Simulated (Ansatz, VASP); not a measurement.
One calculation of SnS, two programs

Contents of INCAR:

```
  ALGO = Normal
  DIPOL = 0.5 0.5 0.500
  EDIFF = 1E-7
  ENCUT = 520
  GGA = PE
  IDIPOL = 3
  ISIF = 2
  ISMEAR = 0
  LASPH = True
  LCHARG = False
  LDIPOL = True
  LREAL = False
  LWAVE = False
  NBANDS = 72
  NELM = 80
  PREC = Accurate
  SIGMA = 0.05
```

File KPOINTS:

```
k-points
0
Gamma
  7 6 1
```

The input POSCAR:

```
SnS
1.0
    4.0232844585      0.0000000000      0.0000000000
    0.0000000000      4.4542025314      0.0000000000
    0.0000000000      0.0000000000     29.3860297541
Sn S
6 6
Direct
    0.7500000000      0.8699940721      0.2552233174
    0.2500000000      0.3699940721      0.3552887937
    0.7500000000      0.6300059279      0.4499672618
    0.2500000000      0.1300059279      0.5500327382
    0.7500000000      0.8699940721      0.6447112063
    0.2500000000      0.3699940721      0.7447766826
    0.2500000000      0.4774433430      0.2663478239
    0.7500000000      0.9774433430      0.3441642873
    0.2500000000      0.0225566570      0.4610917683
    0.7500000000      0.5225566570      0.5389082317
    0.2500000000      0.4774433430      0.6558357127
    0.7500000000      0.9774433430      0.7336521761
```

Input for Ansatz:

```yaml
crystal:
  lattice:
    - [4.0232844585, 0.0, 0.0]
    - [0.0, 4.4542025314, 0.0]
    - [0.0, 0.0, 29.3860297541]
  atoms:
    - { symbol: Sn, position: [0.75, 0.8699940721, 0.2552233174] }
    - { symbol: S, position: [0.25, 0.477443343, 0.2663478239] }
    - { symbol: S, position: [0.75, 0.977443343, 0.3441642873] }
    - { symbol: Sn, position: [0.25, 0.3699940721, 0.3552887937] }
    - { symbol: Sn, position: [0.75, 0.6300059279, 0.4499672618] }
    - { symbol: S, position: [0.25, 0.022556657, 0.4610917683] }
    - { symbol: S, position: [0.75, 0.522556657, 0.5389082317] }
    - { symbol: Sn, position: [0.25, 0.1300059279, 0.5500327382] }
    - { symbol: Sn, position: [0.75, 0.8699940721, 0.6447112063] }
    - { symbol: S, position: [0.25, 0.477443343, 0.6558357127] }
    - { symbol: S, position: [0.75, 0.977443343, 0.7336521761] }
    - { symbol: Sn, position: [0.25, 0.3699940721, 0.7447766826] }
basis:
  ecutwfc: 420
kpoints:
  mp_grid: { grid: [7, 6, 1] }
hamiltonian:
  xc: pbe
scf:
  occupations: { method: gaussian, width: 0.05 }
output:
  forces: true
  stress: true
  eigenvalues: true
  write_density: true
  write_potential: true
  elf: true
  volumetric_format: npy
efield:
  axis: 3
  dipole_correction: true
```

Alike in both runs: task single point; functional PBE; k mesh 7 × 6 × 1; occupations gaussian, width 0.05 eV; no spin polarisation.

|  | VASP | Ansatz |
| --- | --- | --- |
| version | VASP 6.6.1 | Ansatz 0.2.0 |
| potentials or method | VASP PAW PBE potentials, release 64 (Sn_d, S) | scalar-relativistic, plane waves, PAW |
| plane-wave cutoff (eV) | 520 | 420 |
| valence electrons in the cell | 120 | 120 |

VASP gave:

* gap on the k mesh at the Fermi level (eV): 1.32
* least direct gap on the mesh (eV): 1.59
* rms of the force components (eV/Å): 0.061

What did Ansatz give for the same quantities?

gap on the k mesh at the Fermi level (eV): 1.32; least direct gap on the mesh (eV): 1.60; rms of the force components (eV/Å): 0.061.

With one functional, cell and mesh, what is left measures potentials, basis and numerics.

Caveats: spin-orbit coupling is left out, which moves the levels of the heavy elements.
